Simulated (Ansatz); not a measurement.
Input of an Ansatz 0.2.0 run:

File input.yaml:

```yaml
crystal:
  lattice:
    - [0.0, 3.0702711986, 3.0702711986]
    - [3.0702711986, 0.0, 3.0702711986]
    - [3.0702711986, 3.0702711986, 0.0]
  atoms:
    - { symbol: Cd, position: [0.0, 0.0, 0.0] }
    - { symbol: Se, position: [0.25, 0.25, 0.25] }
kpoints:
  mp_grid: { grid: [8, 8, 8] }
scf:
  occupations: { method: fermi_dirac, width: 0.05 }
hamiltonian:
  xc: blyp
  dispersion: d3bj
  pseudopotentials: { kind: all_electron, lapw: { basis_error: 0.001 } }
output:
  forces: true
  stress: true
relax:
  f_tol: 0.02
  max_steps: 60
  cell: {}
```

Potentials or basis: all-electron LAPW, scalar-relativistic.

Run with:

```sh
$ ansatz run input.yaml --threads 1 --pin off --max-ram 3072MiB --backend cpu --events-out ev --progress --plain --runs-dir out
```

(1) Estimate the relaxed cell.

(2) What does it give for the space group after relaxing (to 0.05 Å)?

(3) Predict the relaxed volume.

Results:

(1) a = 4.324 Å, b = 4.324 Å, c = 4.324 Å, α = 60.00°, β = 60.00°, γ = 60.00°.

(2) F-43m (No. 216).

(3) 28.59 Å³/atom.
